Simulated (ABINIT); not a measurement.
Crystal: ZrC.

```
Zr C
1.0
     0.00000    2.36500    2.36500
     2.36500    0.00000    2.36500
     2.36500    2.36500    0.00000
Zr C
1 1
Cartesian
  2.3650 2.3650 2.3650
  0.0000 0.0000 0.0000
```

* Program: ABINIT 10.8.3 (patched build)
* Task: relaxation of cell and atoms
* Functional: PBEsol
* Potentials or basis: JTH PAW PBE v2.0
* Cutoff: 517 eV
* k mesh: 10 × 10 × 10
* Occupations: fermi-dirac, width 0.05 eV
* Spin: no spin polarisation

At the start: pressure -8.5 GPa; volume 13.23 Å³/atom.

Question: How do energy, volume and symmetry change on relaxing?

Answer: Over 4 steps the energy falls by 13.5 meV/atom and the volume is 12.72 Å³/atom (-3.8 %); space group Fm-3m (No. 225, to 0.05 Å).

The path:
| step | energy change (eV) | largest force (eV/Å) | pressure (GPa) | volume (Å³) |
| --- | --- | --- | --- | --- |
| 1 | 0.0000 | 0.0000 | -8.49 | 26.46 |
| 2 | -0.0241 | 0.0000 | -2.96 | 25.77 |
| 3 | -0.0270 | 0.0000 | 0.14 | 25.43 |
| 4 | -0.0270 | 0.0000 | 0.00 | 25.44 |

Final structure:
```
Zr C
1.0
     0.00000    2.33445    2.33445
     2.33445    0.00000    2.33445
     2.33445    2.33445    0.00000
Zr C
1 1
Direct
  0.50000 0.50000 0.50000
  0.00000 0.00000 0.00000
```

Caveat: the PAW data sets were made with another functional, which shifts forces and pressure a little.
